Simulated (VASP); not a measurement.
A calculation with VASP 6.6.1 of AlCo (ASE script, structure typed inline):

File run.py:

```python
from ase import Atoms
from ase.calculators.vasp import Vasp
from ase.dft.bandgap import bandgap

atoms = Atoms(
    ['Co', 'Al'],
    cell=[[2.81940321, 0.0, 0.0], [0.0, 2.81940321, 0.0], [0.0, 0.0, 2.81940321]],
    scaled_positions=[[0.5, 0.5, 0.5], [0.0, 0.0, 0.0]],
    pbc=True,
)
atoms.set_initial_magnetic_moments([2.0, 0.0])
calc = Vasp(
    directory='calc',
    xc='lda',
    pp='LDA',
    setups='materialsproject',
    prec='Accurate',
    encut=520,
    ediff=1e-06,
    ismear=0,
    sigma=0.05,
    lreal=False,
    lasph=True,
    nelm=100,
    algo='Fast',
    isif=2,
    lwave=False,
    lcharg=False,
    ispin=2,
    lorbit=11,
    lmaxmix=4,
    kpts=[9, 9, 9],
    gamma=True,
)
atoms.calc = calc

print('energy (eV):', atoms.get_potential_energy())
print('free energy (eV):', atoms.get_potential_energy(force_consistent=True))
print('forces (eV/A):')
print(atoms.get_forces())
print('stress (eV/A^3, Voigt):', atoms.get_stress())
print('Fermi level (eV):', calc.get_fermi_level())
print('moment (muB):', atoms.get_magnetic_moment())
print('site moments (muB):', atoms.get_magnetic_moments())
gap, top, bottom = bandgap(calc)
print('band gap (eV):', gap, 'from (spin, k, band)', top, 'to', bottom)
```

Potentials or basis: VASP PAW LDA potentials, release 64 (Co, Al).

The run is started by

```bash
$ python run.py
```

The cell is a database's computed one.

Question: Write the same calculation in another form: native input, structure from a POSCAR.

Answer: As run:

Contents of INCAR:

```
SYSTEM = AlCo
ALGO = Fast
EDIFF = 1E-6
ENCUT = 520
GGA = CA
ISIF = 2
ISMEAR = 0
ISPIN = 2
LASPH = .TRUE.
LCHARG = .TRUE.
LELF = .TRUE.
LMAXMIX = 4
LORBIT = 11
LREAL = .FALSE.
LVHAR = .TRUE.
LWAVE = .FALSE.
MAGMOM = 2 0
NBANDS = 17
NELM = 150
PREC = Accurate
SIGMA = 0.05
```

The input KPOINTS:

```
k-points
0
G
  9 9 9
  0 0 0
```

The input POSCAR:

```
AlCo
1.0
    2.8194032100      0.0000000000      0.0000000000
    0.0000000000      2.8194032100      0.0000000000
    0.0000000000      0.0000000000      2.8194032100
Co Al
1 1
Direct
    0.5000000000      0.5000000000      0.5000000000
    0.0000000000      0.0000000000      0.0000000000
```

Potentials or basis: VASP PAW LDA potentials, release 64 (Co, Al).

The run is started by

```bash
$ cat potpaw_LDA.64/Co/POTCAR potpaw_LDA.64/Al/POTCAR > POTCAR
$ mpirun -np 1 vasp_std > vasp.out
```

Both were run:

|  | ASE script, structure typed inline | native input, structure from a POSCAR |
| --- | --- | --- |
| Pressure | -5.1 GPa | -5.1 GPa |
| Band gap on the k mesh | none (metal or under the smearing width) | none (metal or under the smearing width) |
| Net moment | 0.00 μB per cell | 0.00 μB per cell |
| Valence electrons inside the program's atomic spheres | Co 8.54; Al 0.85 | Co 8.54; Al 0.85 |

Keys that steer only the numerical path or the files written may differ.

Caveat: the starting moments collapsed, and a magnetic state may lie lower.
